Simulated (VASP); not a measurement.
The system is AlN.

```
Al N
1.0
     3.11300    0.00000    0.00000
    -1.55650    2.69594    0.00000
     0.00000    0.00000    4.98100
Al N
2 2
Direct
  0.33333 0.66667 0.00000
  0.66667 0.33333 0.50000
  0.33333 0.66667 0.38000
  0.66667 0.33333 0.88000
```

Base run:

| Quantity | Value |
| --- | --- |
| Program | VASP 6.6.1 |
| Functional | PBEsol |
| Potentials or basis | VASP PAW PBE potentials, release 64 (Al, N) |
| Cutoff | 520 eV |
| k mesh | 9 × 9 × 6 |
| Occupations | gaussian, width 0.02 eV |
| Spin | no spin polarisation |

Its results: band gap on the k mesh 4.15 eV, direct; electronic dielectric tensor (diagonal) 4.50, 4.50, 4.70.

Question: The run is repeated on the same cell with these changes: functional from PBEsol to PBE. What comes out?

Answer: Band gap on the k mesh 4.22 eV, direct; electronic dielectric tensor (diagonal) 4.44, 4.44, 4.64.

Caveats: an odd mesh through Γ misses points on the zone boundary, where band edges often lie.
